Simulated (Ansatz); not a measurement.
# Residual resistivity of an alloy: Ir(111) with 4 layers of random Ir-Pt, 2x2, part 2 of 2

Wanted: resistance against the alloy's length, first Ir(111) with 4 layers of random Ir-Pt, 2x2.

Ansatz 0.2.0; Ansatz plane-wave DFT, PBE, PAW files; ballistic transport by layer matching (Landauer), zero bias; PAW set soft_1.

So far. Step 3 (With 8 alloy layers): Over the solved energies the transmission per spin lies between 4.75 and 4.87, out of 5.94 channels of the lead on average (up to 6.14).

### 4. With 12 alloy layers

In 12 layers a share of 0.125 of the sites is given to Pt at random. A fresh draw is used; the growth of the resistance with length is what counts.

System of this step: Ir(111) with 12 layers of random Ir-Pt, 2x2. The cell holds 72 atoms: 66 Ir and 6 Pt. Its edges and angles: a = 5.430 Å, b = 5.430 Å, c = 39.900 Å, α = 90.0°, β = 90.0°, γ = 120.0°. It derives from Ir. Regions: lead, 24 atoms (24 Ir); scattering region, 48 atoms (42 Ir and 6 Pt). The structure is stacked along c, and the current runs across the ab planes.

input.yaml

```yaml
crystal:
  lattice:
    - [5.4297315514, 0.0, 0.0]
    - [-2.7148657757, 4.7022854592, 0.0]
    - [0.0, 0.0, 39.9002152235]
  atoms:
    - { symbol: Ir, position: [0.0, 0.0, 0.0277777778] }
    - { symbol: Ir, position: [0.0, 0.5, 0.0277777778] }
    - { symbol: Ir, position: [0.5, 0.0, 0.0277777778] }
    - { symbol: Ir, position: [0.5, 0.5, 0.0277777778] }
    - { symbol: Ir, position: [0.1666666667, 0.3333333333, 0.0833333333] }
    - { symbol: Ir, position: [0.1666666667, 0.8333333333, 0.0833333333] }
    - { symbol: Ir, position: [0.6666666667, 0.3333333333, 0.0833333333] }
    - { symbol: Ir, position: [0.6666666667, 0.8333333333, 0.0833333333] }
    - { symbol: Ir, position: [0.3333333333, 0.1666666667, 0.1388888889] }
    - { symbol: Ir, position: [0.3333333333, 0.6666666667, 0.1388888889] }
    - { symbol: Ir, position: [0.8333333333, 0.1666666667, 0.1388888889] }
    - { symbol: Ir, position: [0.8333333333, 0.6666666667, 0.1388888889] }
    - { symbol: Ir, position: [0.0, 0.0, 0.1944444444] }
    - { symbol: Ir, position: [0.0, 0.5, 0.1944444444] }
    - { symbol: Ir, position: [0.5, 0.0, 0.1944444444] }
    - { symbol: Ir, position: [0.5, 0.5, 0.1944444444] }
    - { symbol: Ir, position: [0.1666666667, 0.3333333333, 0.25] }
    - { symbol: Ir, position: [0.1666666667, 0.8333333333, 0.25] }
    - { symbol: Ir, position: [0.6666666667, 0.3333333333, 0.25] }
    - { symbol: Ir, position: [0.6666666667, 0.8333333333, 0.25] }
    - { symbol: Ir, position: [0.3333333333, 0.1666666667, 0.3055555556] }
    - { symbol: Ir, position: [0.3333333333, 0.6666666667, 0.3055555556] }
    - { symbol: Ir, position: [0.8333333333, 0.1666666667, 0.3055555556] }
    - { symbol: Ir, position: [0.8333333333, 0.6666666667, 0.3055555556] }
    - { symbol: Ir, position: [0.0, 0.0, 0.3611111111] }
    - { symbol: Pt, position: [0.0, 0.5, 0.3611111111] }
    - { symbol: Ir, position: [0.5, 0.0, 0.3611111111] }
    - { symbol: Ir, position: [0.5, 0.5, 0.3611111111] }
    - { symbol: Ir, position: [0.1666666667, 0.3333333333, 0.4166666667] }
    - { symbol: Ir, position: [0.1666666667, 0.8333333333, 0.4166666667] }
    - { symbol: Ir, position: [0.6666666667, 0.3333333333, 0.4166666667] }
    - { symbol: Pt, position: [0.6666666667, 0.8333333333, 0.4166666667] }
    - { symbol: Ir, position: [0.3333333333, 0.1666666667, 0.4722222222] }
    - { symbol: Ir, position: [0.3333333333, 0.6666666667, 0.4722222222] }
    - { symbol: Pt, position: [0.8333333333, 0.1666666667, 0.4722222222] }
    - { symbol: Ir, position: [0.8333333333, 0.6666666667, 0.4722222222] }
    - { symbol: Ir, position: [0.0, 0.0, 0.5277777778] }
    - { symbol: Pt, position: [0.0, 0.5, 0.5277777778] }
    - { symbol: Ir, position: [0.5, 0.0, 0.5277777778] }
    - { symbol: Ir, position: [0.5, 0.5, 0.5277777778] }
    - { symbol: Ir, position: [0.1666666667, 0.3333333333, 0.5833333333] }
    - { symbol: Ir, position: [0.1666666667, 0.8333333333, 0.5833333333] }
    - { symbol: Pt, position: [0.6666666667, 0.3333333333, 0.5833333333] }
    - { symbol: Ir, position: [0.6666666667, 0.8333333333, 0.5833333333] }
    - { symbol: Ir, position: [0.3333333333, 0.1666666667, 0.6388888889] }
    - { symbol: Ir, position: [0.3333333333, 0.6666666667, 0.6388888889] }
    - { symbol: Ir, position: [0.8333333333, 0.1666666667, 0.6388888889] }
    - { symbol: Ir, position: [0.8333333333, 0.6666666667, 0.6388888889] }
    - { symbol: Ir, position: [0.0, 0.0, 0.6944444444] }
    - { symbol: Pt, position: [0.0, 0.5, 0.6944444444] }
    - { symbol: Ir, position: [0.5, 0.0, 0.6944444444] }
    - { symbol: Ir, position: [0.5, 0.5, 0.6944444444] }
    - { symbol: Ir, position: [0.1666666667, 0.3333333333, 0.75] }
    - { symbol: Ir, position: [0.1666666667, 0.8333333333, 0.75] }
    - { symbol: Ir, position: [0.6666666667, 0.3333333333, 0.75] }
    - { symbol: Ir, position: [0.6666666667, 0.8333333333, 0.75] }
    - { symbol: Ir, position: [0.3333333333, 0.1666666667, 0.8055555556] }
    - { symbol: Ir, position: [0.3333333333, 0.6666666667, 0.8055555556] }
    - { symbol: Ir, position: [0.8333333333, 0.1666666667, 0.8055555556] }
    - { symbol: Ir, position: [0.8333333333, 0.6666666667, 0.8055555556] }
    - { symbol: Ir, position: [0.0, 0.0, 0.8611111111] }
    - { symbol: Ir, position: [0.0, 0.5, 0.8611111111] }
    - { symbol: Ir, position: [0.5, 0.0, 0.8611111111] }
    - { symbol: Ir, position: [0.5, 0.5, 0.8611111111] }
    - { symbol: Ir, position: [0.1666666667, 0.3333333333, 0.9166666667] }
    - { symbol: Ir, position: [0.1666666667, 0.8333333333, 0.9166666667] }
    - { symbol: Ir, position: [0.6666666667, 0.3333333333, 0.9166666667] }
    - { symbol: Ir, position: [0.6666666667, 0.8333333333, 0.9166666667] }
    - { symbol: Ir, position: [0.3333333333, 0.1666666667, 0.9722222222] }
    - { symbol: Ir, position: [0.3333333333, 0.6666666667, 0.9722222222] }
    - { symbol: Ir, position: [0.8333333333, 0.1666666667, 0.9722222222] }
    - { symbol: Ir, position: [0.8333333333, 0.6666666667, 0.9722222222] }
kpoints:
  mp_grid: { grid: [5, 5, 1] }
hamiltonian:
  xc: pbe
  pseudopotentials: { kind: paw, azcp: { folder: soft_1 } }
scf:
  occupations: { method: fermi_dirac, width: 0.1 }
output:
  transmission:
    leads: [[0, 4]]
    kmesh: [10, 10]
    e_range: [-0.05, 0.05]
    de: 0.05
  write_potential: true
  write_density: true
  volumetric_format: npy
```

Started as:

```console
ansatz run input.yaml --threads 4 --pin off --max-ram 15360MiB --backend cpu --events-out ev --progress --plain --runs-dir out
```

Numbers of over 12 decimals in the logs are rounded to 6 here.

Log:

```text
[...]
Crystal: 72 atoms, lattice volume = 1018.738 Å³
Basis set: ecut = 420 eV, 19879 PW (Γ)
Bands: 738, of which v1, the nominal top of the filled ones, is band 615 counted from 1 (614 counted from 0)
Symmetry: 1 space group operations
[...]
k-points: 13 of 25 (time reversal used)
[...]
SCF iter   1: F=—  HF=-863005.073803 eV  |F-HF|=—  |Δ(HF+E_count)|=         —  Δρ=1.11e-1  dr2=1.44e3  ethr=3.10e-3  ⟨swp⟩=5.0  Hψ=30108  notcnv=0  defer=74
[...]
SCF iter  11: F=-862977.661320 eV  HF=-862977.661320 eV  |F-HF|=1.36e-8  |Δ(HF+E_count)|=   4.19e-9  Δρ=2.84e-7  dr2=1.41e-8  ethr=8.13e-12  ⟨swp⟩=8.3  Hψ=24880  notcnv=0
SCF 1 converged in 11 iterations: F = -862977.661320 eV  dr2 = 1.41e-8
[...]
transmission: 376 of 3744 steps passed
transmission: 751 of 3744 steps passed
[...]
transmission: 3744 of 3744 steps passed
SCF converged after 11 iterations
Free energy (F): -862977.661320 eV
[...]
Internal energy: -862975.274372 eV  (E = F + TS)
E sigma→0 (E₀):  -862976.467846 eV
Entropy (-TS):   -2.386948 eV (-33.152 meV/atom)
Fermi energy:    25.813741 eV
[...]
--- Band table (eV; the first three rows and the last of 13) ---
  k-point 0: bands = [... 611 lower, 26.5374, 26.5504, 26.5593, 26.5655, 26.5829, 26.6025, 26.6322, 26.6477, ... 119 higher]
  k-point 1: bands = [... 611 lower, 26.0848, 26.0996, 26.1126, 26.1198, 26.1206, 26.1360, 26.1499, 26.1631, ... 119 higher]
  k-point 2: bands = [... 611 lower, 25.1761, 25.2243, 25.2712, 25.2801, 25.3220, 25.3412, 25.4621, 25.4885, ... 119 higher]
  k-point 12: bands = [... 611 lower, 25.7382, 25.7656, 25.7764, 25.8014, 25.8076, 25.8155, 25.8221, 25.8657, ... 119 higher]
--- Transmission ---
  basis      : 223 plane waves across, 72 finite elements along
  points     : 52, standing for a mesh of 10 x 10
[...]
channels       : 6.020000e0 a spin
[...]
junction   : crystal 0 to crystal 0, 1.52 to 39.20 Å
    transmission   : 4.371801e0 a spin
[...]
```

Elapsed: 27 min, on 4 threads of Arm Neoverse V1, shared host; peak memory 9.2 GiB; 1.7 h of CPU time.

This step gave:

* free energy: -862977.6613 eV
* energy at zero smearing: -862976.4678 eV
* transmission per spin nearest the Fermi level: 4.372
* open channels per spin nearest the Fermi level: 6.02
* step of the lead's potential: 3.1 meV

Per spin. Table of transmission, zone mean by energy, zero at the Fermi level:

```
energy (eV)  transmission, zone mean
    -0.0500                     4.43
     0.0000                     4.37
     0.0500                     4.46
```

Over the solved energies the transmission per spin lies between 4.37 and 4.46, out of 6.06 channels of the lead on average (up to 6.26).

### 5. Resistance against length

This step: Ansatz plane-wave DFT, PBE, PAW files; ballistic transport by layer matching (Landauer), zero bias; residual resistivity from the slope of the area resistance, atoms on the host's lattice; PAW set soft_1 (Ansatz 0.2.0).

Numbers from this step:

```yaml
resistivity: 6.618 µΩ cm
intercept: 0.02072 fΩ m²
scatter_about_the_fit: 0.006880 fΩ m²
```

Resistance, by row:

```
run  length (Å)      T  channels N  RA (fΩ m²)
 n4       8.867  5.157        5.94     0.08427
 n8       17.73  4.824        5.94      0.1284
n12        26.6  4.421        6.06      0.2016
```

The area resistance by length of the alloy:

```
length of the alloy (Å)  area resistance (fΩ m²)
                   8.87                   0.0843
                  17.73                    0.128
                  26.60                    0.202
```

The area resistance goes from 0.084 to 0.20 fΩ m² between 8.9 and 26.6 Å, a slope of 6.6 µΩ cm.

By hand from the end points: (0.2016 − 0.08427) fΩ m² / (26.60 − 8.87) Å = 6.6 µΩ cm, since 1 fΩ m² per Å is 1000 µΩ cm.

### 6. Results

```
resistivity from the slope  : 6.62 µΩ cm
area resistance over 8.87 Å : 0.0843 fΩ m²
area resistance over 17.7 Å : 0.128 fΩ m²
area resistance over 26.6 Å : 0.202 fΩ m²
```

In words: The slope gives 6.6 µΩ cm. The points scatter by 0.0069 fΩ m² about the line, with one random draw a length in a 2x2 cell, so the slope is a rough value. The lead's own channel count moves between the runs (5.94, 5.94 and 6.06), which shifts RA and the slope too. Read with a model of isotropic scattering on a spherical Fermi surface and the lead's 1.8×10¹⁵ S/m², this slope means a mean free path near 69 Å; over these lengths the model's slope is 1.10 times its bulk resistivity, which would be 6.0 µΩ cm. The draw over the shortest length came out nearly ordered, with 8 symmetry operations, so that point is a poor sample of a random alloy. The atoms sit on the host's lattice, so scattering by size misfit is left out. Spin-orbit coupling is left out, which matters for Ir and Pt.

[Logs are printed without paths, hosts, clocks, repeated set-up lines and the standing remarks that a program may print on its own settings, such as how far it seeks lower states.]

[Hosts, paths, dates, database ids (printed as entryN), source tags and the programs' standing remarks are cut or masked in the printed files.]
